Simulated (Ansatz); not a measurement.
A relaxation computed with Ansatz, from input to last step.

```yaml
crystal:
  lattice:
    - [5.2811143288, 3.0490527793, 1.5047131066]
    - [-5.2811143288, 3.0490527793, 1.5047131066]
    - [0.0, -6.0981055588, 1.5047131064]
  atoms:
    - { symbol: S, position: [0.2536477813, 0.1435758588, 0.9039749125] }
    - { symbol: S, position: [0.9039749125, 0.2536477813, 0.1435758588] }
    - { symbol: S, position: [0.1435758588, 0.9039749125, 0.2536477813] }
    - { symbol: S, position: [0.7463522187, 0.8564241412, 0.0960250875] }
    - { symbol: S, position: [0.0960250875, 0.7463522187, 0.8564241412] }
    - { symbol: S, position: [0.8564241412, 0.0960250875, 0.7463522187] }
basis:
  ecutwfc: 420
kpoints:
  mp_grid: { grid: [6, 6, 6] }
hamiltonian:
  xc: pbesol
scf:
  occupations: { method: gaussian, width: 0.02 }
output:
  forces: true
  stress: true
  eigenvalues: true
relax:
  adjacent_minimum: "off"
  f_tol: 0.01
  max_steps: 30
  cell: { stress_tol: 0.1, fix: [volume] }
```

```bash
ansatz run input.yaml --threads 2 --pin off --max-ram 5120MiB --backend cpu --events-out ev --progress --plain --runs-dir out
```

These are results of DFT PBEsol, scalar-relativistic, plane waves, PAW in Ansatz, not measurements.

The volume is held at 1.06 times that of the relaxed cell.

Of 6 frames 5 are shown, positions in Å and forces in eV/Å; the SCF threshold varies from step to step. Steps run on the plane waves of an earlier cell, with a Pulay correction in the pressure. The basis is chosen afresh for the last frame, the zero of the energies, and at times for earlier ones too; energy and pressure step there, also at an unchanged geometry.

```xyz
6
Lattice="5.2811 3.0491 1.5047 -5.2811 3.0491 1.5047 0.0000 -6.0981 1.5047" Properties=species:S:1:pos:R:3:forces:R:3 pbc="T T T" step=1 free_energy_over_end_meV_per_atom=3.30 pressure_GPa=-1.76
S     0.5813   -4.3014    1.9579   -0.0737   -0.2515   -0.2314
S     3.4345    2.6541    1.9579    0.2547    0.0619   -0.2314
S    -4.0158    1.6473    1.9579   -0.1809    0.1896   -0.2314
S    -0.5813    4.3014    2.5562    0.0737    0.2515    0.2314
S    -3.4345   -2.6541    2.5562   -0.2547   -0.0619    0.2314
S     4.0158   -1.6473    2.5562    0.1809   -0.1896    0.2314
6
Lattice="5.2650 3.0397 1.5139 -5.2650 3.0397 1.5139 0.0000 -6.0795 1.5139" Properties=species:S:1:pos:R:3:forces:R:3 pbc="T T T" step=2 free_energy_over_end_meV_per_atom=0.49 pressure_GPa=-0.73
S     0.5814   -4.2988    1.9664   -0.0250   -0.0544   -0.0956
S     3.4322    2.6529    1.9664    0.0597    0.0055   -0.0956
S    -4.0135    1.6459    1.9664   -0.0346    0.0489   -0.0956
S    -0.5814    4.2988    2.5755    0.0250    0.0544    0.0956
S    -3.4322   -2.6529    2.5755   -0.0597   -0.0055    0.0956
S     4.0135   -1.6459    2.5755    0.0346   -0.0489    0.0956
6
Lattice="5.2499 3.0310 1.5227 -5.2499 3.0310 1.5227 0.0000 -6.0621 1.5227" Properties=species:S:1:pos:R:3:forces:R:3 pbc="T T T" step=3 free_energy_over_end_meV_per_atom=0.12 pressure_GPa=-0.26
S     0.5774   -4.2817    1.9692   -0.0024    0.0078    0.0322
S     3.4193    2.6409    1.9692   -0.0056   -0.0060    0.0322
S    -3.9967    1.6408    1.9692    0.0080   -0.0018    0.0322
S    -0.5774    4.2817    2.5988    0.0024   -0.0078   -0.0322
S    -3.4193   -2.6409    2.5988    0.0056    0.0060   -0.0322
S     3.9967   -1.6408    2.5988   -0.0080    0.0018   -0.0322
6
Lattice="5.2447 3.0280 1.5257 -5.2447 3.0280 1.5257 0.0000 -6.0560 1.5257" Properties=species:S:1:pos:R:3:forces:R:3 pbc="T T T" step=4 free_energy_over_end_meV_per_atom=0.06 pressure_GPa=-0.27
S     0.5751   -4.2762    1.9740   -0.0001    0.0094    0.0115
S     3.4158    2.6362    1.9740   -0.0081   -0.0048    0.0115
S    -3.9909    1.6401    1.9740    0.0082   -0.0047    0.0115
S    -0.5751    4.2762    2.6031    0.0001   -0.0094   -0.0115
S    -3.4158   -2.6362    2.6031    0.0081    0.0048   -0.0115
S     3.9909   -1.6401    2.6031   -0.0082    0.0047   -0.0115
6
Lattice="5.2320 3.0207 1.5331 -5.2320 3.0207 1.5331 0.0000 -6.0414 1.5331" Properties=species:S:1:pos:R:3:forces:R:3 pbc="T T T" step=6 free_energy_over_end_meV_per_atom=0.00 pressure_GPa=-0.28
S     0.5714   -4.2611    1.9828    0.0019    0.0043   -0.0044
S     3.4045    2.6254    1.9828   -0.0047   -0.0004   -0.0044
S    -3.9760    1.6357    1.9828    0.0027   -0.0038   -0.0044
S    -0.5714    4.2611    2.6164   -0.0019   -0.0043    0.0044
S    -3.4045   -2.6254    2.6164    0.0047    0.0004    0.0044
S     3.9760   -1.6357    2.6164   -0.0027    0.0038    0.0044
```

The run took 21 s on 2 threads of Arm Neoverse V2 (shared host), peak memory 0.46 GiB.

The cell holds molecules, and where no dispersion correction was added their binding is poorly described.